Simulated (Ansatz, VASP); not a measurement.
# Cu (Cu strained to the junction's net): VASP beside Ansatz

Aim: how closely do two programs agree when they are given the same cell, functional and k mesh? The structure shown is the end of the Ansatz relaxation below.

Program: Ansatz 0.2.0. Level of theory: plane waves, with VASP 6.6.1 beside it; single point at PBE with D3(BJ). Results are calculated unless marked as measured.

### Step 1. The starting structure

It takes space group R-3m (No. 166, trigonal). The conventional cell has a = 2.567 Å, b = 2.567 Å, c = 6.091 Å, α = 90.00°, β = 90.00°, γ = 120.00°. Nearest to Cu lie 12 Cu at 2.51 to 2.57 Å.

### Step 2. Ansatz: relaxation, PBE with D3(BJ)

Ansatz runs on its default PAW (the set named soft_2) files.

This run makes the geometry at which the two programs are then compared.

Contents of input.yaml:

```yaml
crystal:
  lattice:
    - [2.567, 0.0, 0.0]
    - [-1.2835, 2.2230872115, 0.0]
    - [0.0, 0.0, 6.2869974147]
  atoms:
    - { symbol: Cu, position: [0.0, 0.0, 0.0] }
    - { symbol: Cu, position: [0.3333333333, 0.6666666667, 0.3333333333] }
    - { symbol: Cu, position: [0.6666666667, 0.3333333333, 0.6666666667] }
kpoints:
  mp_grid: { grid: [18, 18, 5] }
scf:
  occupations: { method: fermi_dirac, width: 0.1 }
  max_iter: 150
hamiltonian:
  xc: pbe
  dispersion: d3bj
relax:
  f_tol: 0.01
  max_steps: 40
  cell: { fix: [a, b, angles] }
```

Command:

```
> ansatz run input.yaml --threads 4 --pin off --max-ram 12288MiB --backend cpu --events-out ev --progress --plain --runs-dir out
```

Numbers of over 12 decimals in the logs are rounded to 6 here.

What it wrote:

```text
Engine: ansatz 0.2.0, aarch64-unknown-linux-gnu
Pseudopotentials: kind: paw
Pseudopotential: Cu, paw, valence charge 19, recommended cutoff 420 eV (normal), Cu.paw.azcp
Functional definition: PBE
  parameter kappa = 0.804
  parameter beta = 0.066725
  exchange = pbe_x(kappa = kappa, mu = beta*pi^2/3)
  correlation = pbe_c(beta = beta)
Crystal: 3 atoms, lattice volume = 35.878 Å³
Basis set: ecut = 420 eV, 723 PW (Γ), exchange–correlation on 36×36×90 points (8 copies of the dense FFT grid, shifted against one another)
Bands: 35, of which v1, the nominal top of the filled ones, is band 29 counted from 1 (28 counted from 0)
Symmetry: 36 space group operations
Space group: R-3m (ITA 166), of the structure as read, at distance tolerance 3.3e-5 Å
k-points: 165 of 1620
Non-local potential: Cu, projectors of the file, l = 0: 3, l = 1: 2, l = 2: 3, l = 3: 1
PAW form: soft (Blöchl's): semilocal exchange-correlation on the pseudo side does not see the compensation charge
PAW one-centre angular grid: Cu, 590 points (default); XC on 64 Gauss nodes
Initial density: superposition of atomic densities (neutral atoms: chi_scale 0, normalization atom), corrected by the library's trained network
Initial wavefunctions: pseudopotential atomic-orbital guess
Functional: x = pbe(κ = 0.804, μ = 0.219515), c = pbe(β = 0.066725)
SCF iter   1: F=—  HF=-19877.264535 eV  |F-HF|=—  |Δ(HF+E_count)|=         —  Δρ=7.40e-4  dr2=5.03e-5  ethr=1.77e-3  ⟨swp⟩=5.1  Hψ=18777  notcnv=0  defer=60
preconditioner: auto → Kerker (q_TF=auto, 2.947 Å⁻¹)  [metal: Δε(μ)=0.026 eV  Ē_g=11.183 eV  σ=0.100 eV  W_gap=0.06  n_scr=10 (ndim 8)  ℏωp=35.6 eV  f_vac=0.000  D(μ)=0.91/eV (n_scr^D=4)]
SCF iter   2: F=—  HF=-19877.264941 eV  |F-HF|=—  |Δ(HF+E_count)|=   4.05e-4  Δρ=4.70e-4  dr2=2.92e-5  ethr=8.82e-8  ⟨swp⟩=3.1  Hψ=15104  notcnv=0  defer=62
SCF iter   3: F=—  HF=-19877.264988 eV  |F-HF|=—  |Δ(HF+E_count)|=   4.76e-5  Δρ=1.78e-4  dr2=3.69e-6  ethr=5.11e-8  ⟨swp⟩=2.0  Hψ=8313  notcnv=0  defer=62
SCF iter   4: F=—  HF=-19877.264990 eV  |F-HF|=—  |Δ(HF+E_count)|=   1.35e-6  Δρ=4.95e-5  dr2=5.03e-7  ethr=6.47e-9  ⟨swp⟩=2.1  Hψ=8509  notcnv=0  defer=62
iter 5 did not close the SCF: its close was put off for the readings that it lacked (scf_convergence_deferred on its scf_iter line)
SCF iter   5: F=-19877.264990 eV  HF=-19877.264990 eV  |F-HF|=8.11e-10  |Δ(HF+E_count)|=   2.88e-7  Δρ=1.40e-5  dr2=4.79e-8  ethr=8.83e-10  ⟨swp⟩=2.0  Hψ=8146  notcnv=0  defer=62
SCF iter   6: F=-19877.264990 eV  HF=-19877.264990 eV  |F-HF|=1.27e-10  |Δ(HF+E_count)|=   1.95e-8  Δρ=3.15e-6  dr2=2.46e-9  ethr=8.40e-11  ⟨swp⟩=2.3  Hψ=17912  notcnv=0
SCF 1 converged in 6 iterations: F = -19877.264990 eV  dr2 = 2.46e-9
  greatest PAW one-centre occupation: 1.000 electrons in one spin orbital (limit 2), on the Cu atom at site 2 (counted from 0), in its partial waves of l = 0
relax step   1: F+E_penalty+E_count = -19877.26499011 eV  Δ(F+E_penalty+E_count) = +0.000e0 eV  max|allowed force component| = 6.879e-27 eV/Å  Δτ_max = 0.0000 Å  P = -8.027 GPa  Ω = 35.878 Å³  fix = [a, b, alpha, beta, gamma]  reactions: a -7.967, b -7.967 GPa  (6 SCF iters, dr2 threshold 1.00e-7 eV, accepted)
[...]
relax step   5: F+E_penalty+E_count = -19877.29566341 eV  Δ(F+E_penalty+E_count) = -5.894e-6 eV  max|allowed force component| = 4.075e-28 eV/Å  Δτ_max = 0.0000 Å  P = -3.570 GPa  Ω = 34.754 Å³  energy of the carried Pulay correction = +8.649e-4 eV  fix = [a, b, alpha, beta, gamma]  reactions: a -5.354, b -5.354 GPa  (6 SCF iters, dr2 threshold 6.70e-9 eV, accepted)
[...]
relax step   6: F+E_penalty+E_count = -19877.29455263 eV  Δ(F+E_penalty+E_count) = +1.111e-3 eV  max|allowed force component| = 9.910e-29 eV/Å  Δτ_max = 0.0000 Å  P = -3.532 GPa  Ω = 34.754 Å³  fix = [a, b, alpha, beta, gamma]  reactions: a -5.330, b -5.330 GPa  stress off target by 6.26e-2 GPa on what of the cell is left free  SCF on the basis re-selected at this cell (its energy is not comparable with the rows above)  (6 SCF iters)
[...]
relax step   7: F+E_penalty+E_count = -19877.29454741 eV  Δ(F+E_penalty+E_count) = +5.224e-6 eV  max|allowed force component| = 2.360e-28 eV/Å  Δτ_max = 0.0000 Å  P = -3.567 GPa  Ω = 34.761 Å³  energy of the carried Pulay correction = -6.715e-6 eV  fix = [a, b, alpha, beta, gamma]  reactions: a -5.350, b -5.350 GPa  (6 SCF iters, dr2 threshold 9.80e-9 eV, accepted)
[...]
relax step   8: F+E_penalty+E_count = -19877.29455718 eV  Δ(F+E_penalty+E_count) = -9.776e-6 eV  max|allowed force component| = 1.116e-28 eV/Å  Δτ_max = 0.0000 Å  P = -3.567 GPa  Ω = 34.761 Å³  fix = [a, b, alpha, beta, gamma]  reactions: a -5.351, b -5.351 GPa  stress off target by 9.08e-4 GPa on what of the cell is left free  SCF on the basis re-selected at this cell (its energy is not comparable with the rows above)  (7 SCF iters)
basis re-selected at this cell: Δ(F+E_penalty+E_count) = -9.776e-6 eV, ΔP = -0.001 GPa vs the last step (what re-selecting the basis moved, of the pressure what is left beyond the Pulay correction that the steps carried, after the strain that the cell walked since its last selection, with what the two solves' SCF thresholds leave and, on support functions, any second-order correction that the steps lacked; it is no m [...]
SCF converged after 7 iterations
Free energy (F): -19877.294557 eV
Harris-Foulkes:  -19877.294557 eV  (|F-HF|=0.00e0)
Internal energy: -19877.266490 eV  (E = F + TS)
E sigma→0 (E₀):  -19877.280523 eV
Entropy (-TS):   -0.028067 eV (-9.356 meV/atom)
Fermi energy:    17.217276 eV
--- Per-component energies (eV) ---
  E_band       = -1057.455735
  E_kinetic    = 900.654775
  E_local      = -12047.706752  (includes V_loc(G=0)·N_el)
  E_nonlocal   = 1168.514866
  E_hartree    = 5311.092755
  E_xc         = -269.320613
  E_vxc        = -347.602525  (∫ρ·V_xc dr)
  E_paw        = -4987.568693  (= ΣΔE_a)
  E_vpaw       = -1353.502388  (= ΣTr[D̂ρ^β])
  E_aug_tail   = 0.000791  (compensation charges beyond the density's cutoff)
  E_ewald      = -9951.149118
  E_disp       = -1.784500  (pairwise vdW)
  E_smearing   = -0.028067  (= −TS)
  E_closure    = 0.000000  (closes the sum)
  Σ components = -19877.294557   (vs F -19877.294557, Δ=0.00e0)
--- Forces (eV/Å), atoms counted from 1 ---
  atom   1  Cu     0.00000000    -0.00000000     0.00000000
  atom   2  Cu    -0.00000000     0.00000000     0.00000000
  atom   3  Cu     0.00000000    -0.00000000    -0.00000000
  max |Σ_I F_I| component: 2.37e-28 eV/Å
--- Stress (GPa, compression-positive) ---
       -5.350536       0.000000      -0.000000
       -0.000000      -5.350536       0.000000
       -0.000000       0.000000      -0.000908
  P = ⅓ Tr σ = -3.5673 GPa (-35.673 kbar)
--- Relaxed structure (6 steps of the walk, 6 accepted, 2 SCFs on fresh bases) ---
  F+E_penalty+E_count = -19877.29455718 eV   max|allowed force component| = 1.116e-28 eV/Å   (the final SCF, on the basis selected at the relaxed cell)
  cell:  # Å, volume = 34.7614 Å³
    - [2.567000, 0, 0]
    - [-1.283500, 2.223087, 0]
    - [0, 0, 6.091370]
  atoms:
    - { symbol: Cu, position: [0, 0, 0] }
    - { symbol: Cu, position: [0.333333, 0.666667, 0.333333] }
    - { symbol: Cu, position: [0.666667, 0.333333, 0.666667] }
```

The column dr2 measures how far the density is from self-consistency, as an energy; F and HF (Harris–Foulkes) agree once it is small.

### Step 3. VASP: single point, PBE with D3(BJ)

The same cell, functional, mesh and smearing now go to VASP, with its own data sets.

Lines of VASP's logs that name or quote its potential files are left out, and so is its time.

Contents of INCAR:

```
SYSTEM = Cu
PREC = Accurate
ENCUT = 600
EDIFF = 1E-06
NELM = 120
ISMEAR = -1
SIGMA = 0.1
LREAL = .FALSE.
ALGO = Normal
GGA = PE
IVDW = 12
NBANDS = 22
LASPH = .TRUE.
LORBIT = 11
LWAVE = .FALSE.
LCHARG = .FALSE.
ISIF = 2
GGA_COMPAT = .FALSE.
KPAR = 2
```

Contents of POSCAR:

```
Cu
1.0
    2.5670000000      0.0000000000      0.0000000000
   -1.2835000000      2.2230872115      0.0000000000
    0.0000000000      0.0000000000      6.0913701161
Cu
3
Direct
    0.0000000000      0.0000000000      0.0000000000
    0.3333333333      0.6666666667      0.3333333333
    0.6666666667      0.3333333333      0.6666666667
```

Contents of KPOINTS:

```
Automatic mesh
0
Gamma
18 18 5
0 0 0
```

The projector-augmented-wave data sets are Cu (PBE family, release 64).

Command:

```
> mpirun -np 2 vasp_std
```

What it wrote:

```text
[banner, memory and clock lines left out]
running    2 mpi-ranks, on    1 nodes
 distrk:  each k-point on    1 cores,    2 groups
 distr:  one band on    1 cores,    1 groups

 POSCAR found type information on POSCAR Cu
 POSCAR found :  1 types and       3 ions
 LDA part: xc-table for (Slater+PW92), standard interpolation
 POSCAR, INCAR and KPOINTS ok, starting setup
 FFT: planning ... GRIDC
 FFT: planning ... GRID_SOFT
 FFT: planning ... GRID
 WAVECAR not read
 entering main loop
       N       E                     dE             d eps       ncg     rms          rms(c)
DAV:   1     0.233018855734E+03    0.23302E+03   -0.16558E+04  7700   0.296E+03
DAV:   2     0.172792434890E+01   -0.23129E+03   -0.22190E+03  7260   0.384E+02
DAV:   3    -0.136618270285E+02   -0.15390E+02   -0.14141E+02  8276   0.147E+02
DAV:   4    -0.138991483734E+02   -0.23732E+00   -0.23709E+00  8770   0.232E+01
DAV:   5    -0.139021752722E+02   -0.30269E-02   -0.30268E-02  9630   0.237E+00    0.134E+01
DAV:   6    -0.122093634511E+02    0.16928E+01   -0.23223E+01  7886   0.119E+02    0.653E+00
DAV:   7    -0.112008977650E+02    0.10085E+01   -0.41692E+00  8420   0.489E+01    0.886E-01
DAV:   8    -0.111734316576E+02    0.27466E-01   -0.52486E-02  9530   0.320E+00    0.639E-01
DAV:   9    -0.111662233752E+02    0.72083E-02   -0.16053E-02  8830   0.310E+00    0.206E-02
DAV:  10    -0.111662981850E+02   -0.74810E-04   -0.51519E-04  9132   0.274E-01    0.103E-02
DAV:  11    -0.111662963419E+02    0.18431E-05   -0.11795E-05 10360   0.623E-02    0.114E-03
DAV:  12    -0.111662977369E+02   -0.13950E-05   -0.41632E-07  5540   0.923E-03    0.643E-04
DAV:  13    -0.111662978817E+02   -0.14483E-06   -0.60381E-08  4974   0.287E-03
   1 F= -.12950365E+02 E0= -.12936534E+02  d E =-.276617E-01
```

OUTCAR, selected parts (step 3):

```text
ion  position               nearest neighbor table
   1  0.000  0.000  0.000-   2 2.51   3 2.51   2 2.51   3 2.51   3 2.51   2 2.51
   2  0.333  0.667  0.333-   1 2.51   1 2.51   1 2.51   3 2.51   3 2.51   3 2.51
   3  0.667  0.333  0.667-   1 2.51   1 2.51   1 2.51   2 2.51   2 2.51   2 2.51

  LATTYP: Found a hexagonal cell.
 ALAT       =     2.5670000000
 C/A-ratio  =     2.3729529085

 Subroutine GETGRP returns: Found 12 space group operations
 (whereof 12 operations were pure point group operations)

The static configuration has the point symmetry D_3d.

 Found    165 irreducible k-points:

   k-points           NKPTS =    165   k-points in BZ     NKDIM =    165   number of bands    NBANDS=     22

   dimension x,y,z NGX =    24 NGY =   24 NGZ =   50
   dimension x,y,z NGXF=    48 NGYF=   48 NGZF=  100

   ENCUT  =  600.0 eV  44.10 Ry    6.64 a.u.   5.13  5.13 12.17*2*pi/ulx,y,z

   NELECT =      33.0000    total number of electrons

 k-points in reciprocal lattice and weights: Automatic mesh
   0.00000000  0.00000000  0.00000000       0.001
   0.05555556 -0.00000000  0.00000000       0.004
   0.11111111 -0.00000000  0.00000000       0.004
   0.16666667  0.00000000  0.00000000       0.004
   0.22222222 -0.00000000  0.00000000       0.004
   0.27777778  0.00000000  0.00000000       0.004
   0.33333333 -0.00000000  0.00000000       0.004
   0.38888889  0.00000000  0.00000000       0.004
   0.44444444 -0.00000000  0.00000000       0.004
[...]
-0.27777778 -0.38888889  0.40000000       0.007
   0.33333333  0.33333333  0.40000000       0.002

 average (electrostatic) potential at core
       1 -63.5087       2 -63.5087       3 -63.5087

 E-fermi :   7.8550

 k-point     1 :       0.0000    0.0000    0.0000
  band No.  band energies     occupation
    ...
     14       5.5899      2.00000
     15       5.8764      2.00000
     16       5.8764      2.00000
     17       5.8764      2.00000
     18       5.8764      2.00000
     19      17.2434      0.00000
     20      17.2434      0.00000
     21      29.3693      0.00000
     22      29.3720      0.00000

 k-point     2 :       0.0556   -0.0000    0.0000
  band No.  band energies     occupation
    ...
     14       5.5936      2.00000
     15       5.7755      2.00000
     16       5.9233      2.00000
     17       5.9682      2.00000
     18       6.0959      2.00000
     19      17.3158      0.00000
     20      17.3174      0.00000
     21      27.0635      0.00000
     22      28.1649      0.00000

 k-point     3 :       0.1111   -0.0000    0.0000
  band No.  band energies     occupation
    ...
     14       5.6086      2.00000
     15       5.6715      2.00000
     16       6.0475      2.00000
     17       6.1700      2.00000
     18       6.4593      2.00000
     19      17.5307      0.00000
     20      17.5420      0.00000
     21      24.3489      0.00000
     22      26.5994      0.00000

 Edisp (eV)   -1.78407

  Total      -1.02637    -1.02637     0.13176     0.00000    -0.00000     0.00000
  in kB     -47.30623   -47.30623     6.07292     0.00000    -0.00000     0.00000
  external pressure =      -29.51 kB  Pullay stress =        0.00 kB

  energy-cutoff  :      600.00
  volume of cell :       34.76
      direct lattice vectors                 reciprocal lattice vectors
     2.567000000  0.000000000  0.000000000     0.389559797  0.224912454  0.000000000
    -1.283500000  2.223087212  0.000000000     0.000000000  0.449824908  0.000000000
     0.000000000  0.000000000  6.091370116     0.000000000  0.000000000  0.164166679

 POSITION                                       TOTAL-FORCE (eV/Angst)
 -----------------------------------------------------------------------------------
      0.00000      0.00000      0.00000         0.000000      0.000000     -0.000000
     -0.00000      1.48206      2.03046        -0.000000     -0.000000      0.000000
      1.28350      0.74103      4.06091         0.000000      0.000000     -0.000000
 -----------------------------------------------------------------------------------
    total drift:                               -0.000000      0.000000     -0.000000

  FREE ENERGIE OF THE ION-ELECTRON SYSTEM (eV)
  ---------------------------------------------------
  free  energy   TOTEN  =       -12.9503645646 eV

  energy  without entropy=      -12.9227028550  energy(sigma->0) =      -12.93653371

 total charge
# of ion       s       p       d       tot
------------------------------------------
    1        0.455   0.396   9.175  10.025
    2        0.455   0.396   9.175  10.025
    3        0.455   0.396   9.175  10.025
--------------------------------------------------
tot          1.364   1.188  27.524  30.076

[... 3 further parts left out ...]
```

Dispersion corrections of this kind ignore metallic screening and tend to overbind metals.

### Step 4. Side by side

Known differences besides the potentials themselves: the data sets hold 57 valence electrons in Ansatz (on its default PAW (the set named soft_2) files) and 33 in VASP; the cutoff is 420 eV in Ansatz and 600 eV in VASP; Ansatz's pressure holds a Pulay correction, VASP's none. Total energies have different zeros and are not compared.

Both answers:

```tsv
quantity	Ansatz	VASP	difference
pressure (GPa)	-3.57	-2.95	-0.62
```

### Step 5. Outcome

| Property | Result |
| --- | --- |
| difference in pressure (single point, PBE with D3(BJ)) | -0.62 GPa |

In words: The difference in pressure is -0.62 GPa (single point, PBE with D3(BJ)), within the 1 GPa picked in this series as the mark of a large difference. The data sets hold unlike numbers of valence electrons (57 in Ansatz and 33 in VASP), so part of the differences comes from the potentials. Such differences can come from data sets, numerical settings and the points named under the comparisons, not from the functional's error against experiment.

[Lines on the potential files, build, host, timing and source positions are cut from VASP's logs without a mark.]

[Logs are printed without paths, hosts, clocks, repeated set-up lines and the standing remarks that a program may print on its own settings, such as how far it seeks lower states.]

[Hosts, paths, dates, database ids (printed as entryN), source tags and the programs' standing remarks are cut or masked in the printed files.]
